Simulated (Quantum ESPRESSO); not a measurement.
# TiSi (Cmmm) in Quantum ESPRESSO: settings compared, part 2 of 2

Quantum ESPRESSO 7.5. The steps go on from the part before.

## 4. Single point, LDA, 14.04 Å³/atom

The input, pw.in:

```
&CONTROL
  calculation = 'scf'
  prefix = 'pwscf'
  outdir = './tmp'
  pseudo_dir = './pseudo'
  tprnfor = .true.
  tstress = .true.
  disk_io = 'nowf'
/
&SYSTEM
  ibrav = 0
  nat = 2
  ntyp = 2
  ecutwfc = 45
  ecutrho = 360
  nbnd = 14
  occupations = 'smearing'
  smearing = 'fd'
  degauss = 0.00367493
/
&ELECTRONS
  conv_thr = 4d-10
  electron_maxstep = 120
  mixing_beta = 0.5
/
ATOMIC_SPECIES
Ti    47.8670 ti_lda_v1.4.uspp.F.UPF
Si    28.0850 si_lda_v1.uspp.F.UPF
CELL_PARAMETERS angstrom
   1.7916320451   -2.0890039511    0.0000000000
   1.7916320451    2.0890039511    0.0000000000
   0.0000000000    0.0000000000    3.7525231843
ATOMIC_POSITIONS crystal
Ti     0.5000000000    0.5000000000    0.0000000000
Si     0.0000000000    0.0000000000    0.5000000000
K_POINTS automatic
10 10 7 0 0 0
```

The run is started by

```
OMP_NUM_THREADS=1 mpirun -n 2 pw.x -nk 2 -in pw.in > pw.out
```

Wall time 13 s (2 MPI ranks of Arm Neoverse V1, shared host); peak memory 0.18 GiB.

Results (log left out):

```yaml
Free_energy: -1754.6282 eV
Pressure: -2.3 GPa
Band_gap_on_the_k_mesh: none (metal or under the smearing width)
```

## 5. Single point, LDA, 14.34 Å³/atom

pw.in, as its differences from that of step 4:

```diff
@@ -29,5 +29,5 @@
 CELL_PARAMETERS angstrom
-   1.7916320451   -2.0890039511    0.0000000000
-   1.7916320451    2.0890039511    0.0000000000
-   0.0000000000    0.0000000000    3.7525231843
+   1.8039885186   -2.1034113302    0.0000000000
+   1.8039885186    2.1034113302    0.0000000000
+   0.0000000000    0.0000000000    3.7784034724
 ATOMIC_POSITIONS crystal
```

The run is started by

```
OMP_NUM_THREADS=1 mpirun -n 2 pw.x -nk 2 -in pw.in > pw.out
```

Wall time 13 s (2 MPI ranks of Arm Neoverse V1, shared host); peak memory 0.18 GiB.

Results (log left out):

| Item | Value |
| --- | --- |
| Free energy | -1754.6144 eV |
| Pressure | -5.2 GPa |
| Band gap on the k mesh | none (metal or under the smearing width) |

## 6. Single point, LDA, 14.63 Å³/atom

pw.in, as its differences from that of step 5:

```diff
@@ -29,5 +29,5 @@
 CELL_PARAMETERS angstrom
-   1.8039885186   -2.1034113302    0.0000000000
-   1.8039885186    2.1034113302    0.0000000000
-   0.0000000000    0.0000000000    3.7784034724
+   1.8161780000   -2.1176240000    0.0000000000
+   1.8161780000    2.1176240000    0.0000000000
+   0.0000000000    0.0000000000    3.8039340000
 ATOMIC_POSITIONS crystal
```

Potentials or basis: GBRV 1.5 LDA.

The run is started by

```
OMP_NUM_THREADS=1 mpirun -n 2 pw.x -nk 2 -in pw.in > pw.out
```

It took 13 s on 2 MPI ranks of Arm Neoverse V1, shared host; peak memory 0.2 GiB.

The run converged. Its results:

```
Free energy            : -1754.5906 eV
Pressure               : -7.8 GPa
Band gap on the k mesh : none (metal or under the smearing width)
```

## 7. Single point, LDA, 14.92 Å³/atom

pw.in, as its differences from that of step 6:

```diff
@@ -29,5 +29,5 @@
 CELL_PARAMETERS angstrom
-   1.8161780000   -2.1176240000    0.0000000000
-   1.8161780000    2.1176240000    0.0000000000
-   0.0000000000    0.0000000000    3.8039340000
+   1.8282060194   -2.1316484087    0.0000000000
+   1.8282060194    2.1316484087    0.0000000000
+   0.0000000000    0.0000000000    3.8291263501
 ATOMIC_POSITIONS crystal
```

The run is started by

```
OMP_NUM_THREADS=1 mpirun -n 2 pw.x -nk 2 -in pw.in > pw.out
```

It took 14 s on 2 MPI ranks of Arm Neoverse V1, shared host; peak memory 0.2 GiB.

Results (log left out):

| Quantity | Value |
| --- | --- |
| Free energy | -1754.5579 eV |
| Pressure | -10.1 GPa |
| Band gap on the k mesh | none (metal or under the smearing width) |

## 8. Single point, LDA, 15.22 Å³/atom

pw.in, as its differences from that of step 7:

```diff
@@ -29,5 +29,5 @@
 CELL_PARAMETERS angstrom
-   1.8282060194   -2.1316484087    0.0000000000
-   1.8282060194    2.1316484087    0.0000000000
-   0.0000000000    0.0000000000    3.8291263501
+   1.8400778197   -2.1454906694    0.0000000000
+   1.8400778197    2.1454906694    0.0000000000
+   0.0000000000    0.0000000000    3.8539915036
 ATOMIC_POSITIONS crystal
```

The run is started by

```
OMP_NUM_THREADS=1 mpirun -n 2 pw.x -nk 2 -in pw.in > pw.out
```

It took 14 s on 2 MPI ranks of Arm Neoverse V1, shared host; peak memory 0.2 GiB.

The run converged. Its results:

| Item | Value |
| --- | --- |
| Free energy | -1754.5171 eV |
| Pressure | -12.2 GPa |
| Band gap on the k mesh | none (metal or under the smearing width) |

## 9. Single point, LDA, 15.51 Å³/atom

pw.in, as its differences from that of step 8:

```diff
@@ -29,5 +29,5 @@
 CELL_PARAMETERS angstrom
-   1.8400778197   -2.1454906694    0.0000000000
-   1.8400778197    2.1454906694    0.0000000000
-   0.0000000000    0.0000000000    3.8539915036
+   1.8517983766   -2.1591565835    0.0000000000
+   1.8517983766    2.1591565835    0.0000000000
+   0.0000000000    0.0000000000    3.8785398820
 ATOMIC_POSITIONS crystal
```

Potentials or basis: GBRV 1.5 LDA.

The run is started by

```
OMP_NUM_THREADS=1 mpirun -n 2 pw.x -nk 2 -in pw.in > pw.out
```

Run time: 14 s. Hardware: 2 MPI ranks of Arm Neoverse V1, shared host; peak memory 0.2 GiB.

It converged, with:

```
Free energy            : -1754.4690 eV
Pressure               : -14.1 GPa
Band gap on the k mesh : none (metal or under the smearing width)
```

## 10. Equation of state, LDA

No new run: the results of the series are fitted here.

Results:

```
Equilibrium volume                        : 13.83 Å³/atom
Bulk modulus at fixed shape and positions : 155 GPa
Pressure derivative of the bulk modulus   : 4.0
```

Energy against volume, from the lowest point:
```tsv
volume (Å³/atom)	energy (meV/atom)
13.752	0.00
14.045	1.38
14.337	8.27
14.630	20.15
14.922	36.52
15.215	56.94
15.508	80.98
```

Caveat: the cell was scaled at fixed shape and fractional positions, which overstates the stiffness of a crystal with free parameters, most of all of layers and chains.
